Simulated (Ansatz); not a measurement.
# Ligand exchange: C3H5Br + CH4 → C4H8 + HBr

Species: C3H5Br (allyl bromide) `C=CCBr`, singlet; CH4 (methane) `C`, singlet; C4H8 `C=CCC`, singlet; HBr (hydrogen bromide), singlet. The partners trade Br for CH3: C–Br and H–CH3 bonds give way to C–CH3 and H–Br.

Shapes, held fixed at every level: PBE0-D4/def2-TZVP. Flexible molecules stand in one conformer, not always the lowest. Programs: Ansatz 0.2.0. The zero-point and thermal change to 298 K, harmonic and unscaled (PBE0-D4/def2-TZVP), is -3.7 kJ/mol.

**The experiment to reproduce.** Tabulated heats of formation (Active Thermochemical Tables, CRC Handbook of Chemistry and Physics): C3H5Br +45.2 (CRC); CH4 -74.5 (ATcT); C4H8 0.0 (ATcT); HBr -35.9 (ATcT) kJ/mol, which give ΔH(298 K) = -6.5 kJ/mol.

```
              level                   kind  ΔH (kJ/mol)  computed − measured
      HF/def2-TZVPP           Hartree–Fock         -8.4                 -1.9
  PBE-D4/def2-TZVPP                    GGA         -1.5                 +5.0
B3LYP-D4/def2-TZVPP          global hybrid         -1.0                 +5.5
BHLYP-D4/def2-TZVPP          global hybrid         -4.7                 +1.9
 PBE0-D4/def2-TZVPP          global hybrid         -6.0                 +0.5
      CCSD/def2-SVP  coupled cluster or CI        -25.5                -18.9
 CCSD(T)/def2-TZVPP  coupled cluster or CI         -6.8                 -0.3
```

Nearest: CCSD(T)/def2-TZVPP (-0.3); farthest: CCSD/def2-SVP (-18.9). 6 of 7 levels lie within 10 kJ/mol. The heats of C3H5Br come from older tables and can be uncertain by 10 kJ/mol or more. Relativity is left out for Br unless named. Correlated rows may include outer-core shells of Br, which these sets cover unevenly.
